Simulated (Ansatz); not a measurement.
# TiCo: freezing in a mode

The task, for TiCo: freeze in mode 4 at growing amplitude.

Method: DFT PBEsol, scalar-relativistic, plane waves, PAW, in Ansatz 0.2.0.

1 further run of the same task is left out (it didn't finish).

**1. The system as given**

It takes space group Pm-3m (No. 221, cubic). Conventional cell: a = 2.939 Å, b = 2.939 Å, c = 2.939 Å, α = 90.00°, β = 90.00°, γ = 90.00°. Ti (site symmetry m-3m) is surrounded by 8 Co at 2.54 Å. Co (site symmetry m-3m) has 8 Ti at 2.54 Å as nearest neighbours.

As a file:

```cif
data_structure
_symmetry_space_group_name_H-M 'P 1'
_symmetry_Int_Tables_number 1
_cell_length_a 2.9385
_cell_length_b 2.9385
_cell_length_c 2.9385
_cell_angle_alpha 90.000
_cell_angle_beta 90.000
_cell_angle_gamma 90.000
_cell_volume 25.37
loop_
_atom_site_label
_atom_site_type_symbol
_atom_site_fract_x
_atom_site_fract_y
_atom_site_fract_z
_atom_site_occupancy
Ti1 Ti 0.00000 0.00000 0.00000 1
Co1 Co 0.50000 0.50000 0.50000 1
```

It goes back to an entry of the Materials Project, which need not be the stable form.

It is the result of an earlier relaxation at this level (volume 12.69 Å³/atom; gap on the mesh: none (metal), site moments up to 0.7 μB).

**2. Zero of energy**

The reference gives a free energy of -7567.7240 eV, pressure 0.27 GPa, largest force 0.000 eV/Å and gap on the mesh none (metal). It was computed beforehand with the settings of the runs below.

**3. Next: freezing in a mode**

Mode 4 of the phonon run on this cell, counted from the lowest, is frozen in: each atom moves by x times its row below, so x is the largest displacement.

```
atom     ux      uy     uz
 Ti1  0.000   1.000  0.000
 Co2  0.000  -0.812  0.000
```

**4. x = -0.200 Å**

Contents of input.yaml:

```yaml
crystal:
  lattice:
    - [2.9385037636, 0.0, 0.0]
    - [0.0, 2.9385037636, 0.0]
    - [0.0, 0.0, 2.9385037636]
  atoms:
    - { symbol: Ti, position: [0.0, -0.0680618492, 0.0] }
    - { symbol: Co, position: [0.5, 0.5552815199, 0.5], spin: 0.75 }
basis:
  ecutwfc: 420
kpoints:
  mp_grid: { grid: [20, 20, 20] }
hamiltonian:
  xc: pbesol
scf:
  occupations: { method: gaussian, width: 0.15 }
output:
  forces: true
  stress: true
  eigenvalues: true
  populations: true
  write_density: true
  write_potential: true
  elf: true
  volumetric_format: npy
magnetization:
  spin_polarized: true
```

The run is started by

```bash
$ ansatz run input.yaml --threads 2 --pin off --max-ram 5120MiB --backend cpu --events-out ev --progress --plain --runs-dir out
```

**5. At x = 0.150 Å**

Contents of input.yaml:

```yaml
crystal:
  lattice:
    - [2.9385037636, 0.0, 0.0]
    - [0.0, 2.9385037636, 0.0]
    - [0.0, 0.0, 2.9385037636]
  atoms:
    - { symbol: Ti, position: [0.0, 0.0510463869, 0.0] }
    - { symbol: Co, position: [0.5, 0.4585388601, 0.5], spin: 0.75 }
basis:
  ecutwfc: 420
kpoints:
  mp_grid: { grid: [20, 20, 20] }
hamiltonian:
  xc: pbesol
scf:
  occupations: { method: gaussian, width: 0.15 }
output:
  forces: true
  stress: true
  eigenvalues: true
  populations: true
magnetization:
  spin_polarized: true
```

**6. x = -0.100 Å**

Changes to input.yaml since step 5:

```diff
@@ -6,4 +6,4 @@
   atoms:
-    - { symbol: Ti, position: [0.0, 0.0510463869, 0.0] }
-    - { symbol: Co, position: [0.5, 0.4585388601, 0.5], spin: 0.75 }
+    - { symbol: Ti, position: [0.0, -0.0340309246, 0.0] }
+    - { symbol: Co, position: [0.5, 0.5276407599, 0.5], spin: 0.75 }
 basis:
```

**7. Point x = 0.050 Å**

Changes to input.yaml since step 6:

```diff
@@ -6,4 +6,4 @@
   atoms:
-    - { symbol: Ti, position: [0.0, -0.0340309246, 0.0] }
-    - { symbol: Co, position: [0.5, 0.5276407599, 0.5], spin: 0.75 }
+    - { symbol: Ti, position: [0.0, 0.0170154623, 0.0] }
+    - { symbol: Co, position: [0.5, 0.48617962, 0.5], spin: 0.75 }
 basis:
```

**8. At x = 0.175 Å**

Changes to input.yaml since step 7:

```diff
@@ -6,4 +6,4 @@
   atoms:
-    - { symbol: Ti, position: [0.0, 0.0170154623, 0.0] }
-    - { symbol: Co, position: [0.5, 0.48617962, 0.5], spin: 0.75 }
+    - { symbol: Ti, position: [0.0, 0.059554118, 0.0] }
+    - { symbol: Co, position: [0.5, 0.4516286701, 0.5], spin: 0.75 }
 basis:
```

**9. Point x = 0.125 Å**

Changes to input.yaml since step 8:

```diff
@@ -6,4 +6,4 @@
   atoms:
-    - { symbol: Ti, position: [0.0, 0.059554118, 0.0] }
-    - { symbol: Co, position: [0.5, 0.4516286701, 0.5], spin: 0.75 }
+    - { symbol: Ti, position: [0.0, 0.0425386557, 0.0] }
+    - { symbol: Co, position: [0.5, 0.4654490501, 0.5], spin: 0.75 }
 basis:
```

**10. At x = 0.075 Å**

Changes to input.yaml since step 9:

```diff
@@ -6,4 +6,4 @@
   atoms:
-    - { symbol: Ti, position: [0.0, 0.0425386557, 0.0] }
-    - { symbol: Co, position: [0.5, 0.4654490501, 0.5], spin: 0.75 }
+    - { symbol: Ti, position: [0.0, 0.0255231934, 0.0] }
+    - { symbol: Co, position: [0.5, 0.47926943, 0.5], spin: 0.75 }
 basis:
@@ -21,2 +21,6 @@
   populations: true
+  write_density: true
+  write_potential: true
+  elf: true
+  volumetric_format: npy
 magnetization:
```

**11. At x = 0.025 Å**

Contents of input.yaml:

```yaml
crystal:
  lattice:
    - [2.9385037636, 0.0, 0.0]
    - [0.0, 2.9385037636, 0.0]
    - [0.0, 0.0, 2.9385037636]
  atoms:
    - { symbol: Ti, position: [0.0, 0.0085077311, 0.0] }
    - { symbol: Co, position: [0.5, 0.49308981, 0.5], spin: 0.75 }
basis:
  ecutwfc: 420
kpoints:
  mp_grid: { grid: [20, 20, 20] }
hamiltonian:
  xc: pbesol
scf:
  occupations: { method: gaussian, width: 0.15 }
output:
  forces: true
  stress: true
  eigenvalues: true
  populations: true
magnetization:
  spin_polarized: true
```

(Steps that only read results are left out.)

**Question.** What will these runs give? Wanted: harmonic wavenumber of the mode.

**Answer**, as computed:

| quantity | value |
| --- | --- |
| harmonic wavenumber of the mode | 235 cm⁻¹ |
| the same from the force at an amplitude of 0.025 Å | 235 cm⁻¹ |

**Reading.** The force at the smallest amplitude gives 235 cm⁻¹ against 235 cm⁻¹ from the phonon run, so the curve is close to a parabola there. No sampled point lies below the undisturbed cell.
